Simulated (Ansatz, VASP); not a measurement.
## MnS in VASP and in Ansatz

Contents of INCAR:

```
PREC = Accurate
ENCUT = 520
EDIFF = 1E-7
ISMEAR = -1
SIGMA = 0.05
LREAL = False
LASPH = True
NELM = 150
ALGO = Normal
ISIF = 2
LWAVE = False
LCHARG = False
ISPIN = 2
MAGMOM = 4 0
LORBIT = 11
LMAXMIX = 4
GGA = PS
NBANDS = 20
```

Contents of KPOINTS:

```
Automatic mesh
0
Gamma
  9 9 9
```

POSCAR

```
MnS
1.0
    0.0000000000      2.6045000000      2.6045000000
    2.6045000000      0.0000000000      2.6045000000
    2.6045000000      2.6045000000      0.0000000000
Mn S
1 1
Direct
    0.0000000000      0.0000000000      0.0000000000
    0.5000000000      0.5000000000      0.5000000000
```

Contents of input.yaml:

```yaml
crystal:
  lattice:
    - [0.0, 2.6045, 2.6045]
    - [2.6045, 0.0, 2.6045]
    - [2.6045, 2.6045, 0.0]
  atoms:
    - { symbol: Mn, position: [0.0, 0.0, 0.0], spin: 4.0 }
    - { symbol: S, position: [0.5, 0.5, 0.5] }
kpoints:
  mp_grid: { grid: [9, 9, 9] }
  band_path:
    path:
      - [0.0, 0.0, 0.0]
      - [0.5, 0.0, 0.5]
      - [0.5, 0.25, 0.75]
      - [0.375, 0.375, 0.75]
      - [0.0, 0.0, 0.0]
      - [0.5, 0.5, 0.5]
      - [0.625, 0.25, 0.625]
      - [0.5, 0.25, 0.75]
    npoints: 12
scf:
  occupations: { method: fermi_dirac, width: 0.05 }
hamiltonian:
  xc: pbesol
  pseudopotentials: { kind: all_electron, lapw: { basis_error: 0.001 } }
magnetization:
  spin_polarized: true
output:
  forces: true
  stress: true
  eigenvalues: true
```

Alike in both runs: functional PBEsol; k mesh 9 × 9 × 9; occupations fermi-dirac, width 0.05 eV; collinear spin.

```csv
,VASP,Ansatz
version,VASP 6.6.1,Ansatz 0.2.0
potentials or method,"VASP PAW PBE potentials, release 64 (Mn_pv, S)","all-electron LAPW, scalar-relativistic"
plane-wave cutoff (eV),520,see its input
task,single point,band structure
```

|  | VASP | Ansatz | Ansatz less VASP |
| --- | --- | --- | --- |
| gap on the k mesh at the Fermi level (eV) | none | none | - |
| pressure (GPa) | -7.2 | -7.3 | -0.08 |
| net moment per atom (μB) | 2.34 | 2.34 | 0.000 |
| size of the moment on the site where the two differ most (μB) | 4.23 | 4.41 | +0.176 |

Site moments also hang on the region over which each program counts them. A gap of «none» marks a metal or a gap that the smearing closes. Ansatz ran all-electron here, so the differences hold the error of VASP's frozen core and of both bases.

Caveats: a cell with one magnetic atom can't hold antiferromagnetic order, which such compounds often take; semilocal functionals often make such compounds metallic where correlation or magnetic order opens a gap, which also shifts bond lengths; the PAW data sets were made with another functional, which shifts forces and pressure a little (VASP).
